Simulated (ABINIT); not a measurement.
Crystal: BAs.

```
As B
1.0
     0.00000    2.38850    2.38850
     2.38850    0.00000    2.38850
     2.38850    2.38850    0.00000
As B
1 1
Direct
  0.75000 0.75000 0.75000
  0.00000 0.00000 0.00000
```

Program: ABINIT 10.8.3 (patched build). Alike in all runs: task single point; level PBE0; potentials or basis SG15 NC PBE v1.2; no spin polarisation; cell as given; k mesh 6 × 6 × 6; cutoff (eV) 490; smearing fermi-dirac 0.05 eV.

Question: Order these runs on this cell by their band gap on the k mesh, lowest first.
A. share of exact exchange 0.25
B. share of exact exchange 0.15
C. share of exact exchange 0.35
D. share of exact exchange 0.05

Answer: D (1.60 eV), B (2.22 eV), A (2.85 eV), C (3.48 eV).

Caveats: exact exchange is summed on a coarse mesh, which widens gaps by tenths of an eV.

A k mesh can miss the band edges.
